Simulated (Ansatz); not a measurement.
# Dielectric response of InP (110) films, part 3 of 3

Aim: the electronic and static ε of zincblende InP (110) from films of three thicknesses in a field.

Ansatz 0.2.0; plane-wave DFT, PBEsol, Ansatz PAW.

So far. Step 22 (Field on, atoms free, 24 atoms, units 12, field -0.05 …): The dipole is -0.160 e·Å, and the gap on the mesh 0.835 eV.

## Step 23: Response with the atoms relaxed, 24 atoms, units 12 (continued)

Local field over the applied field, running mean. From the potentials at -0.05 and 0.05 V/Å; running mean over 2.075 Å, taken twice. The local field over applied field by z:

```
z (Å)  local field over applied field
    4                           0.999
    5                           0.990
    6                           0.931
    7                           0.760
    8                           0.463
    9                           0.157
   10                          0.0256
   11                          0.0584
   12                          0.0912
   13                          0.0778
   14                          0.0628
   15                          0.0670
   16                          0.0753
   17                          0.0708
   18                          0.0657
   19                          0.0682
   20                          0.0721
   21                          0.0717
   22                          0.0678
   23                          0.0659
   24                          0.0713
   25                          0.0756
   26                          0.0662
   27                          0.0623
   28                          0.0799
   29                          0.0930
   30                          0.0478
   31                          0.0287
   32                           0.205
   33                           0.519
   34                           0.797
   35                           0.949
   36                           0.993
```

The induced dipole is that of a conductor 23.77 Å thick.

## Step 24: Electronic ε from the series

This step: plane-wave DFT, PBEsol, Ansatz PAW; permittivity from the thickness series, atoms held (Ansatz 0.2.0).

Each added layer adds t(1 − 1/ε) to the dipole term, so the slope against thickness gives ε without a choice of where the film ends.

Numbers from this step:

* slope: 0.9124
* intercept of the fit: 2.025 Å
* ε of the interior: 11.42

Equivalent conductor thickness against distance between the outer atoms:

```
distance between the outer atoms (Å)  equivalent conductor thickness (Å)
                                8.78                                10.0
                               15.04                                15.7
                               23.36                                23.3
```

By hand, from the thinnest and the thickest film: slope = (23.339 − 10.037) / (23.356 − 8.776) = 0.912, so ε = 1/(1 − 0.912) = 11.4.

## Step 25: Static ε from the series

This step: plane-wave DFT, PBEsol, Ansatz PAW; permittivity from the thickness series, atoms relaxed (Ansatz 0.2.0).

The same fit for the relaxed films. The nearer its slope lies to 1, the more ε hangs on small errors.

This step gave:

```
slope                : 0.9293
intercept of the fit : 2.069 Å
ε of the interior    : 14.14
```

Equivalent conductor thickness against distance between the outer atoms:

```
distance between the outer atoms (Å)  equivalent conductor thickness (Å)
                                8.78                                10.2
                               23.36                                23.8
```

By hand, from the thinnest and the thickest film: slope = (23.773 − 10.225) / (23.356 − 8.776) = 0.929, so ε = 1/(1 − 0.929) = 14.1. One nm of such a film has the capacitance of 3.9/14.1 = 0.28 nm of SiO₂ (its equivalent oxide thickness).

## Step 26: A changed input

This step: plane-wave DFT, PBEsol, Ansatz PAW (Ansatz 0.2.0).

System of this step: InP (110), 5 units. The cell holds 10 atoms: 5 In and 5 P. Cell: a = 4.151 Å, b = 5.870 Å, c = 26.301 Å, α = 90.0°, β = 90.0°, γ = 90.0°. It derives from InP (zincblende InP). Vacuum lies along c.

A run with a changed input: it repeats the earlier run at 0.1 V/Å, 5 units with basis.ecutwfc to 700 eV and crystal.symmetry to detect: false.

The input, input.yaml:

```yaml
crystal:
  lattice:
    - [4.15071681, 0.0, 0.0]
    - [0.0, 5.87, 0.0]
    - [0.0, 0.0, 26.3014336111]
  atoms:
    - { symbol: In, position: [0.5, 0.5513158351, 0.358629669] }
    - { symbol: P, position: [0.0, 0.7620339365, 0.3331709464] }
    - { symbol: In, position: [0.0, -0.0240125374, 0.4180977561] }
    - { symbol: P, position: [0.5, 0.2274115416, 0.421121446] }
    - { symbol: In, position: [0.5, 0.4808594275, 0.5000000061] }
    - { symbol: P, position: [0.0, 0.7356427501, 0.4999999894] }
    - { symbol: In, position: [0.0, -0.0240124958, 0.581902257] }
    - { symbol: P, position: [0.5, 0.227411578, 0.5788785392] }
    - { symbol: In, position: [0.5, 0.5513159298, 0.6413703346] }
    - { symbol: P, position: [0.0, 0.7620340346, 0.6668290562] }
  symmetry: { detect: false }
kpoints:
  mp_grid: { grid: [8, 6, 1] }
hamiltonian:
  xc: pbesol
scf:
  occupations: { method: fermi_dirac, width: 0.03 }
  convergence: { dr2_threshold: 1.0e-10 }
efield:
  axis: 3
  dipole_correction: true
  ramp_position: 0.9623
  ramp_width: 0.0755
  amplitude: 0.1
output:
  write_potential: true
  write_density: true
  volumetric_format: npy
basis:
  ecutwfc: "700 eV"
```

Run with:

```sh
$ ansatz run input.yaml --threads 4 --pin off --max-ram 12288MiB --backend cpu --events-out ev --progress --plain --runs-dir out
```

It took 98 s on 4 threads of Arm Neoverse V1, shared host; peak memory 3.3 GiB; 6.4 min of CPU time.

This step gave:

```
dipole along the normal : 0.1351 e·Å
```

```
                     quantity  this run  earlier run  difference
dipole along the normal (e·Å)    0.1351       0.1351     -1.0e-7
```

The dipole moves by under 0.5 % or 5e-5 e·Å.

## Step 27: A changed input

An input spoilt on purpose, to show how the run answers: it repeats the earlier run at 0.1 V/Å, 5 units with efield.ramp_position from 0.9623 to 0.475, and scf.max_iter set to 60.

input.yaml: that of step 26 with these lines changed.

```diff
@@ -16,3 +16,2 @@
     - { symbol: P, position: [0.0, 0.7620340346, 0.6668290562] }
-  symmetry: { detect: false }
 kpoints:
@@ -24,2 +23,3 @@
   convergence: { dr2_threshold: 1.0e-10 }
+  max_iter: 60
 efield:
@@ -27,3 +27,3 @@
   dipole_correction: true
-  ramp_position: 0.9623
+  ramp_position: 0.475
   ramp_width: 0.0755
@@ -34,3 +34 @@
   volumetric_format: npy
-basis:
-  ecutwfc: "700 eV"
```

Run time: 0.31 s. Hardware: 4 threads; peak memory 0.68 GiB.

The input was rejected at the start.

The program's message: “Error: efield: ion 4 (In) at fractional coordinate 0.5000 along the field axis lies inside the sawtooth ramp with 2 of the planes that the density is read on at each end, [0.4639, 0.5616] — the ramp m …”

The fault put into the input: the ramp among the atoms.

## Step 28: Results

| Property | Result |
| --- | --- |
| electronic ε from the thickness series | 11.4 |
| static ε from the thickness series | 14.1 |
| local electronic ε, middle of 12 units | 11.4 |

In words: The films give an electronic ε of 11.4 and a static ε of 14.1. The slope of the series and the field inside the thickest film give 11.4 and 11.4, in agreement. Ions raise ε from 11.4 to 14.1. The static value rests on two thicknesses alone. The in-plane lattice constants are held at typed bulk values. Semilocal functionals tend to overestimate the electronic ε a little.

[Logs are printed without paths, hosts, clocks, repeated set-up lines and the standing remarks that a program may print on its own settings, such as how far it seeks lower states.]

[Hosts, paths, dates, database ids (printed as entryN), source tags and the programs' standing remarks are cut or masked in the printed files.]

[Maps of the electrostatic potential energy from Ansatz leave out the sawtooth potential of an applied field or a dipole correction, so their vacuum need not be flat; planar profiles and work functions include it.]
